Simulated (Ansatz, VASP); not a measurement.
One calculation of Ba, two programs

```
Ba
1.0
    -2.51656    2.51656    2.51656
     2.51656   -2.51656    2.51656
     2.51656    2.51656   -2.51656
Ba
1
Cartesian
  0.0000 0.0000 0.0000
```

Change from the starting cell: volume scaled by 1.02, crystal datasets.

Alike in both runs: task electric field gradients; functional PBEsol; k mesh 10 × 10 × 10; occupations fermi-dirac, width 0.05 eV; no spin polarisation.

|  | VASP | Ansatz |
| --- | --- | --- |
| version | VASP 6.6.1 | Ansatz 0.2.0 |
| potentials or method | VASP PAW PBE potentials, release 64 (Ba_sv), cutoff 520 eV | all-electron PAW with datasets made for the crystal, scalar-relativistic |

|  | VASP | Ansatz | Ansatz less VASP |
| --- | --- | --- | --- |
| pressure (GPa) | -0.7 | -0.7 | -0.05 |
| Vzz of the field gradient on the site that differs most (V/Å²) | 0.0 | 0.0 | 0.00 |

Ansatz ran all-electron here, so the differences hold the error of VASP's frozen core and of both bases. Ansatz warned: «gradients_without_spin_orbit».

Caveats: the PAW data sets were made with another functional, which shifts forces and pressure a little (VASP). The runs have no spin-orbit coupling, so splittings on Ba are missing.
